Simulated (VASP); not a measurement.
A run of VASP 6.6.1 is set up as follows.

File INCAR:

```
SYSTEM = BN
ALGO     = Fast           ! electronic algorithm
EDIFF    = 1E-6           ! SCF threshold, eV
ENCUT    = 900            ! plane-wave cutoff, eV
GGA      = PE             ! functional
ISIF     = 2              ! what is computed and relaxed
ISMEAR   = -1             ! smearing method
LASPH    = .TRUE.         ! aspherical terms in the spheres
LCHARG   = .FALSE.        ! write CHGCAR
LREAL    = .FALSE.        ! projectors in reciprocal space
LWAVE    = .FALSE.        ! write WAVECAR
NELM     = 80             ! most SCF steps
PREC     = Accurate       ! precision mode
SIGMA    = 0.05           ! smearing width, eV
```

The input KPOINTS:

```
k-points
0
G
  13 13 13
  0 0 0
```

Contents of POSCAR:

```
BN
1.0
    0.0000000000      1.8130010000      1.8130010000
    1.8130010000      0.0000000000      1.8130010000
    1.8130010000      1.8130010000      0.0000000000
N B
1 1
Direct
    0.2500000000      0.2500000000      0.2500000000
    0.0000000000      0.0000000000      0.0000000000
```

The input KPOINTS_OPT:

```
path GXWKGLUWLK,UX
15
line-mode
reciprocal
 0.0000000000  0.0000000000  0.0000000000  G
 0.5000000000  0.0000000000  0.5000000000  X

 0.5000000000  0.0000000000  0.5000000000  X
 0.5000000000  0.2500000000  0.7500000000  W

 0.5000000000  0.2500000000  0.7500000000  W
 0.3750000000  0.3750000000  0.7500000000  K

 0.3750000000  0.3750000000  0.7500000000  K
 0.0000000000  0.0000000000  0.0000000000  G

 0.0000000000  0.0000000000  0.0000000000  G
 0.5000000000  0.5000000000  0.5000000000  L

 0.5000000000  0.5000000000  0.5000000000  L
 0.6250000000  0.2500000000  0.6250000000  U

 0.6250000000  0.2500000000  0.6250000000  U
 0.5000000000  0.2500000000  0.7500000000  W

 0.5000000000  0.2500000000  0.7500000000  W
 0.5000000000  0.5000000000  0.5000000000  L

 0.5000000000  0.5000000000  0.5000000000  L
 0.3750000000  0.3750000000  0.7500000000  K

 0.6250000000  0.2500000000  0.6250000000  U
 0.5000000000  0.0000000000  0.5000000000  X
```

Potentials or basis: VASP PAW PBE potentials, release 64 (N_h, B_h).

Launch:

```bash
$ cat potpaw_PBE.64/N_h/POTCAR potpaw_PBE.64/B_h/POTCAR > POTCAR
$ mpirun -np 1 vasp_std > vasp.out
```

**Question.** What does it give for the band gap along the path?

**Answer.** 4.46 eV, indirect (least direct gap 8.79 eV).

**Question.** Estimate the band gap on the k mesh.

**Answer.** 4.53 eV, indirect (least direct gap 8.79 eV).

**Question.** What does it give for the pressure?

**Answer.** -1.0 GPa.

Levels at the corners of the path, in eV from the valence-band top:
```tsv
point	band 1	band 2	band 3	band 4	band 5	band 6	band 7	band 8
Γ	-20.13	0.00	0.00	0.00	8.79	8.79	8.79	10.21
X	-14.60	-8.86	-4.86	-4.86	4.46	9.18	17.79	17.79
X	-14.60	-8.86	-4.86	-4.86	4.46	9.18	17.79	17.79
W	-14.30	-7.55	-6.90	-6.44	9.56	13.21	14.45	14.52
W	-14.30	-7.55	-6.90	-6.44	9.56	13.21	14.45	14.52
K	-14.52	-8.08	-7.59	-4.04	6.89	12.79	15.72	16.56
K	-14.52	-8.08	-7.59	-4.04	6.89	12.79	15.72	16.56
Γ	-20.13	0.00	0.00	0.00	8.79	8.79	8.79	10.21
Γ	-20.13	0.00	0.00	0.00	8.79	8.79	8.79	10.21
L	-15.95	-10.61	-1.92	-1.92	10.03	10.67	10.67	15.17
L	-15.95	-10.61	-1.92	-1.92	10.03	10.67	10.67	15.17
U	-14.52	-8.08	-7.59	-4.04	6.89	12.79	15.72	16.56
U	-14.52	-8.08	-7.59	-4.04	6.89	12.79	15.72	16.56
W	-14.30	-7.55	-6.90	-6.44	9.56	13.21	14.45	14.52
W	-14.30	-7.55	-6.90	-6.44	9.56	13.21	14.45	14.52
L	-15.95	-10.61	-1.92	-1.92	10.03	10.67	10.67	15.17
L	-15.95	-10.61	-1.92	-1.92	10.03	10.67	10.67	15.17
K	-14.52	-8.08	-7.59	-4.04	6.89	12.79	15.72	16.56
U	-14.52	-8.08	-7.59	-4.04	6.89	12.79	15.72	16.56
X	-14.60	-8.86	-4.86	-4.86	4.46	9.18	17.79	17.79
```

Caveat: the cutoff is under 1.25 times the usual one of these potentials, so pressure, stress and relaxed cells hold a basis-set (Pulay) error.

**Experimental background.**

From a printed reference work, monograph, for a bulk crystal of BN at 300 K: band gap 6.4 eV (indirect).

Against the measured gap of BN, 6.4 eV (indirect; 300 K; a printed reference work, monograph), the calculated 4.46 eV is off by -1.94 eV. The value is that of PBE, without temperature or zero-point motion. Semilocal functionals fall short of measured gaps as a rule. The cell is a database's relaxed one, not the measured one, which moves gaps too.
